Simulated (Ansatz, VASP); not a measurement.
## One calculation of Hf, two programs

```xyz
1
Lattice="0.0000 2.2200 2.2200 2.2644 0.0000 2.2200 2.2644 2.2200 0.0000" Properties=species:S:1:pos:R:3 pbc="T T T"
Hf    0.0000    0.0000    0.0000
```

Change from the starting cell: strain +0.0200 x Voigt [1, 0, 0, 0, 0, 0], atoms carried along.

Alike in both runs: task single point; functional PBEsol; k mesh 18 × 18 × 18; occupations gaussian, width 0.15 eV; no spin polarisation.

```csv
,VASP,Ansatz
version,VASP 6.6.1,Ansatz 0.2.0
potentials or method,"VASP PAW PBE potentials, release 64 (Hf_pv)","scalar-relativistic, plane waves, PAW"
plane-wave cutoff (eV),520,420
valence electrons in the cell,10,26
```

```csv
,VASP,Ansatz,Ansatz less VASP
gap on the k mesh at the Fermi level (eV),none,none,-
pressure (GPa),-3.9,-3.5,+0.42
largest component of the traceless stress (GPa),0.76,0.76,-0.007
```

A gap of «none» marks a metal or a gap that the smearing closes. The two sets of potentials don't hold the same shells in valence.

Caveats: the PAW data sets were made with another functional, which shifts forces and pressure a little (VASP). Spin-orbit coupling is left out, which matters for the levels of Hf.
